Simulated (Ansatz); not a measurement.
# PbS, space group Amm2: a single point

Run with the Ansatz DFT code, driven from Python.

Contents of `POSCAR`:
```text
PbS
1.0
   4.06992800    0.00000000    0.00000000
   0.00000000    5.68981800    5.57359900
   0.00000000   -5.68981800    5.57359900
Pb S
4 4
Direct
   0.00000000    0.66311200    0.33914900
   0.00000000    0.33914900    0.66311200
   0.50000000    0.13738700    0.13738700
   0.00000000    0.82373100    0.82373100
   0.50000000    0.77482200    0.11785200
   0.50000000    0.11785200    0.77482200
   0.00000000    0.31089600    0.31089600
   0.50000000    0.63725100    0.63725100
```

The script, `run_scf.py`:
```python
'''Single point of PbS.'''

from pathlib import Path
import warnings

import ansatz as az
from ase.io import read
import numpy as np

warnings.simplefilter('ignore', az.DeckWarning)

atoms = read('POSCAR', format='vasp')
cell = az.Crystal.from_ase(atoms)

# functional, basis and sampling
setup = (
    cell.calculation()
    .functional('pbesol')
    .basis(10 * az.Ha)
    .kpoints(4, 2, 2, center='monkhorst-pack')
    .occupations('Fixed')
    .mixing('anderson', beta=0.1)
    .band_table()
    .potential()
    .potential_components()
)
def show(event):
    row = event['data']
    if event['event'] == 'scf_iter' and row.get('harris_foulkes_ev') is not None:
        print(f'  iteration {row["iter"]:3d}  Harris-Foulkes {row["harris_foulkes_ev"]:.5f} eV  residual {row["dr2_ev"]:.2e}')


res = setup.session().plan().execute(on_event=show)
report = res.report

print(f'free energy      {report["free_energy_ev"]:.5f} eV')
print(f'per atom         {report["free_energy_ev"] / len(res.lattice.sites):.5f} eV')
print(f'SCF iterations   {report["n_iterations"]}  (converged: {report["converged"]})')

terms = report['components']
print({name: round(terms[name], 3) for name in ('e_kinetic', 'e_hartree', 'e_xc', 'e_local', 'e_nonlocal')})

fermi = report['fermi_energy_ev']
print('levels less the Fermi level (eV) at the first k-points')
for k, levels in list(zip(report['kpoints_frac'], report['eigenvalues_ev']))[:6]:
    print('k = ({:.3f}, {:.3f}, {:.3f})'.format(*k))
    print('   ', ' '.join(f'{e - fermi:.3f}' for e in levels))

v = res.potential()
line = v.v_es_ev.mean(axis=(0, 1))
print('planar mean of the electrostatic potential along the third grid axis (eV):')
print(np.round(line[:: max(len(line) // 12, 1)], 3))

folder = Path(res.write_results('parts'))
text = (folder / 'v_comp_z.tsv').read_text().splitlines()
rows = np.array([line.split() for line in text if not line.startswith('#')], dtype=float)
print(text[0])
print(np.array2string(rows[:: max(len(rows) // 12, 1)], precision=3, suppress_small=True))
```

Running `python run_scf.py` prints:
```text
  iteration   1  Harris-Foulkes -50561.13905 eV  residual 1.23e-01
  iteration   2  Harris-Foulkes -50561.12788 eV  residual 8.74e-02
  iteration   3  Harris-Foulkes -50561.10640 eV  residual 9.09e-03
  iteration   4  Harris-Foulkes -50561.10558 eV  residual 3.96e-03
  iteration   5  Harris-Foulkes -50561.10543 eV  residual 6.80e-04
  iteration   6  Harris-Foulkes -50561.10556 eV  residual 1.83e-04
  iteration   7  Harris-Foulkes -50561.10557 eV  residual 7.21e-05
  iteration   8  Harris-Foulkes -50561.10558 eV  residual 1.23e-05
  iteration   9  Harris-Foulkes -50561.10558 eV  residual 7.10e-06
  iteration  10  Harris-Foulkes -50561.10558 eV  residual 1.42e-06
  iteration  11  Harris-Foulkes -50561.10558 eV  residual 2.59e-07
  iteration  12  Harris-Foulkes -50561.10558 eV  residual 1.14e-07
  iteration  13  Harris-Foulkes -50561.10558 eV  residual 4.39e-08
free energy      -50561.10558 eV
per atom         -6320.13820 eV
SCF iterations   13  (converged: True)
{'e_kinetic': 1578.292, 'e_hartree': 2387.703, 'e_xc': -1260.827, 'e_local': -6070.509, 'e_nonlocal': 1511.63}
levels less the Fermi level (eV) at the first k-points
k = (0.125, 0.250, 0.250)
    -16.512 -16.446 -16.435 -16.424 -16.415 -16.383 -16.372 -16.372 -16.352 -16.351 -16.321 -16.315 -16.310 -16.297 -16.294 -16.292 -16.290 -16.283 -16.264 -16.251 -12.289 -11.855 -11.508 -11.302 -8.051 -7.287 -7.254 -6.440 -2.857 -2.792 -2.536 -2.064 -1.942 -1.634 -1.551 -1.463 -1.078 -0.483 -0.126 -0.011 1.917 2.138 2.528 2.707 3.334 3.833 3.846 4.353
k = (0.125, 0.250, -0.250)
    -16.512 -16.447 -16.439 -16.426 -16.401 -16.395 -16.372 -16.366 -16.354 -16.346 -16.321 -16.319 -16.308 -16.297 -16.294 -16.291 -16.289 -16.283 -16.267 -16.251 -12.294 -11.835 -11.531 -11.294 -8.046 -7.435 -7.083 -6.461 -3.049 -2.606 -2.287 -2.135 -2.121 -1.866 -1.505 -1.417 -0.723 -0.488 -0.403 0.000 1.909 2.271 2.497 2.910 3.156 3.554 3.935 4.381
k = (0.375, 0.250, 0.250)
    -16.491 -16.462 -16.452 -16.422 -16.393 -16.391 -16.370 -16.361 -16.353 -16.345 -16.341 -16.330 -16.323 -16.305 -16.302 -16.296 -16.288 -16.276 -16.252 -16.221 -11.779 -11.480 -11.112 -10.978 -7.878 -7.511 -7.320 -7.134 -3.728 -3.245 -2.874 -2.786 -2.260 -2.230 -1.849 -1.579 -1.316 -0.925 -0.448 -0.114 1.518 2.088 2.181 2.677 3.248 3.465 3.738 4.170
k = (0.375, 0.250, -0.250)
    -16.491 -16.460 -16.450 -16.423 -16.388 -16.379 -16.371 -16.364 -16.352 -16.342 -16.334 -16.330 -16.317 -16.308 -16.302 -16.297 -16.287 -16.275 -16.252 -16.219 -11.777 -11.458 -11.185 -10.923 -7.867 -7.471 -7.420 -7.095 -3.642 -3.209 -2.962 -2.769 -2.461 -1.969 -1.903 -1.609 -1.304 -1.132 -0.255 -0.095 1.240 2.255 2.464 2.952 3.024 3.352 3.589 4.097
planar mean of the electrostatic potential along the third grid axis (eV):
[ 7.853  3.21   1.416  2.573  1.864  1.432  4.313  8.262  7.711  2.708
  0.667 -0.702  0.834  3.765  7.42 ]
# z_ang	v_loc[eV]	v_h[eV]	v_xc[eV]
[[  0.     21.497 -13.644  -6.363]
 [  0.531   9.954  -6.744  -8.17 ]
 [  1.062  -0.53    1.946  -9.753]
 [  1.593  -1.187   3.76   -9.732]
 [  2.124  -1.242   3.106  -9.664]
 [  2.655   0.517   0.915  -9.457]
 [  3.186  11.966  -7.653  -7.766]
 [  3.717  22.647 -14.385  -6.272]
 [  4.248  18.286 -10.575  -6.685]
 [  4.779   0.109   2.599  -9.03 ]
 [  5.31  -14.776  15.443 -10.871]
 [  5.841 -19.312  18.61  -11.141]
 [  6.372 -13.557  14.391 -10.455]
 [  6.903   1.207   2.558  -8.497]
 [  7.434  17.744 -10.324  -6.427]]
```

Notes:
- These settings explore the input space; cutoff and mesh may be short of convergence.
- The cutoff lies under the one recommended for these potentials.
- The energy terms are those on the plane-wave grid, with the one-centre PAW part apart; the terms shown are only some of the summands, so they needn't add up to F.
- The computed bands are complete only to about 4.1 eV above the Fermi level.
- The Fermi level of a run with fixed occupations marks the highest occupied state on its mesh, not mid-gap.
- The structure comes from a database of computed cells and needn't be a stable or known phase.
- Gaps and levels are Kohn-Sham values on a finite set of k-points, without spin-orbit coupling.
- The script silences the warnings on its input, which a real study should read.
- It ran for 4.1 s on 1 thread of AMD EPYC 7B13 (Zen 3) (shared host), peak memory 0.46 GiB.

(Lines on the test bed's own set-up are left out of the output.)
